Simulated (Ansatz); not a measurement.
A run of Ansatz 0.2.0:

The input input.yaml:

```yaml
crystal:
  lattice:
    - [-2.9595565636, 2.9595565636, 2.45140301]
    - [2.9595565636, -2.9595565636, 2.45140301]
    - [2.9595565636, 2.9595565636, -2.45140301]
  atoms:
    - { symbol: Ge, position: [0.84510739, 0.34510739, 0.19021478] }
    - { symbol: Ge, position: [0.65489261, 0.84510739, 0.5] }
    - { symbol: Ge, position: [0.34510739, 0.15489261, 0.5] }
    - { symbol: Ge, position: [0.15489261, 0.65489261, 0.80978522] }
    - { symbol: Fe, position: [0.25, 0.25, 0.0], spin: 3.0 }
    - { symbol: Fe, position: [0.75, 0.75, 0.0], spin: 3.0 }
hamiltonian:
  xc: pbesol
  pseudopotentials: { kind: paw }
  hubbard: { sites: [{ species: Fe, l: d, u_eff: 2.0 }] }
magnetization:
  spin_polarized: true
kpoints:
  mp_grid: { grid: [7, 7, 7] }
scf:
  occupations: { method: fermi_dirac, width: 0.05 }
output:
  forces: true
  stress: true
  eigenvalues: true
relax:
  f_tol: 0.01
  max_steps: 40
  cell: { stress_tol: 0.05 }
```

Potentials or basis: Ansatz PAW.

The run is started by

```bash
$ ansatz run input.yaml --threads 2 --pin off --max-ram 5632MiB --backend cpu --events-out ev --progress --plain --runs-dir out
```

Hardware: 2 threads of Arm Neoverse V2, with other jobs on the host.

**Question.** How long does it take, and how much memory?

**Answer.** It took 110 s on 2 threads of Arm Neoverse V2 (shared host), peak memory 0.73 GiB. Counts: scf iterations 79, plane waves 1617, k points 40, bands 57, ion steps 6.
